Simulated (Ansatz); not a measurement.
Relaxed CsPbI3 (cubic perovskite):

```xyz
5
Lattice="6.3327 0.0000 0.0000 0.0000 6.3327 0.0000 0.0000 0.0000 6.3327" Properties=species:S:1:pos:R:3 pbc="T T T"
Cs     0.0000     0.0000     0.0000
Pb     3.1663     3.1663     3.1663
I      0.0000     3.1663     3.1663
I      3.1663     3.1663     0.0000
I      3.1663     0.0000     3.1663
```

Scan: atom 4 (I, nearest neighbour Pb at 3.166 Å; its periodic images, 6.3 Å or more away, move with it) is displaced towards the nearest neighbour, direction (0.000, 0.000, -1.000) in Cartesian axes, by s. The other atoms stay.

These are r2SCAN (plane waves to 500 eV, PAW, scalar-relativistic; Ansatz, a quantum-chemistry and plane-wave program) values and carry that method's errors. k mesh 4×4×4 (Γ-centred), Fermi-Dirac smearing 0.05 eV. Energies are smeared free energies. On this mesh the relaxed cell isn't quite at rest: it carries a pressure of 0.1 GPa (compression positive) at the zero of the scan. CsPbI3 was relaxed with its symmetry unable to fall. Spin-orbit coupling is left out, though I and Pb are heavy. This is a high-temperature form of CsPbI3. The zero of ΔE is the undisplaced structure.

```json
[
 {"s (Å)": "-0.320", "ΔE (meV/cell)": "withheld"},
 {"s (Å)": "-0.256", "ΔE (meV/cell)": "73.7"},
 {"s (Å)": "-0.192", "ΔE (meV/cell)": "37.3"},
 {"s (Å)": "-0.128", "ΔE (meV/cell)": "15.2"},
 {"s (Å)": "-0.064", "ΔE (meV/cell)": "3.6"},
 {"s (Å)": "0.000", "ΔE (meV/cell)": "0.0"},
 {"s (Å)": "0.064", "ΔE (meV/cell)": "3.6"},
 {"s (Å)": "0.128", "ΔE (meV/cell)": "15.2"},
 {"s (Å)": "0.192", "ΔE (meV/cell)": "37.3"},
 {"s (Å)": "0.256", "ΔE (meV/cell)": "73.7"},
 {"s (Å)": "0.320", "ΔE (meV/cell)": "withheld"}
]
```

Problem. Fit an even polynomial form (powers 2, 4) to the given rows and predict ΔE at s = 0.320.

Solution. Least squares on the 9 given rows: ΔE = (864.9)·s² + (3963)·s⁴, in meV/cell with s in Å; root-mean-square residual 0.02 meV/cell. At 0.320 the fit gives 130.1 meV/cell; the calculation gives 129.5 meV/cell, so the extrapolation is off by 0.6 (+0.5 %). The quadratic term alone would give 88.6 meV/cell.

(For displaced atoms, the force is minus the slope of the energy, and its curvature is a force constant, which sets phonon frequencies.)
